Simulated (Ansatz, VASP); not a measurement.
# One calculation of ZrO2, two programs

The input INCAR:

```
PREC = Accurate
ENCUT = 520
EDIFF = 1E-7
ISMEAR = -1
SIGMA = 0.05
LREAL = False
LASPH = True
NELM = 80
ALGO = Normal
ISIF = 2
LWAVE = False
LCHARG = False
GGA = PE
NBANDS = 19
```

Contents of KPOINTS:

```
Automatic mesh
0
Gamma
  9 9 9
```

Contents of POSCAR:

```
ZrO2
1.0
    0.0000000000      2.5785643453      2.5785643453
    2.5785643453      0.0000000000      2.5785643453
    2.5785643453      2.5785643453      0.0000000000
Zr O
1 2
Direct
    0.0000000000      0.0000000000      0.0000000000
    0.7500000000      0.7500000000      0.7500000000
    0.2500000000      0.2500000000      0.2500000000
```

File input.yaml:

```yaml
crystal:
  lattice:
    - [0.0, 2.5785643453, 2.5785643453]
    - [2.5785643453, 0.0, 2.5785643453]
    - [2.5785643453, 2.5785643453, 0.0]
  atoms:
    - { symbol: Zr, position: [0.0, 0.0, 0.0] }
    - { symbol: O, position: [0.75, 0.75, 0.75] }
    - { symbol: O, position: [0.25, 0.25, 0.25] }
hamiltonian:
  xc: pbe
  pseudopotentials: { kind: paw }
kpoints:
  mp_grid: { grid: [9, 9, 9] }
scf:
  occupations: { method: fermi_dirac, width: 0.05 }
output:
  forces: true
  stress: true
  eigenvalues: true
```

Change from the starting cell: volume scaled by 1.04.

Alike in both runs: task single point; functional PBE; k mesh 9 × 9 × 9; occupations fermi-dirac, width 0.05 eV; no spin polarisation.

```csv
,VASP,Ansatz
version,VASP 6.6.1,Ansatz 0.2.0
potentials or method,"VASP PAW PBE potentials, release 64 (Zr_sv, O)",Ansatz PAW
plane-wave cutoff (eV),520,420
valence electrons in the cell,24,24
```

|  | VASP | Ansatz | Ansatz less VASP |
| --- | --- | --- | --- |
| gap on the k mesh at the Fermi level (eV) | 3.29 | 3.30 | +0.007 |
| least direct gap on the mesh (eV) | 3.76 | 3.77 | +0.008 |
| pressure (GPa) | -5.1 | -5.4 | -0.29 |

The functional is the same, so the differences come from potentials, cutoffs and numerics.

Caveats: an odd mesh through Γ misses points on the zone boundary, where band edges often lie (VASP); odd divisions of the mesh miss points on the zone boundary, where band edges often lie, so the gap on the mesh can be too wide (Ansatz); the pressure holds a Pulay correction of +0.7 GPa for the finite cutoff (Ansatz).
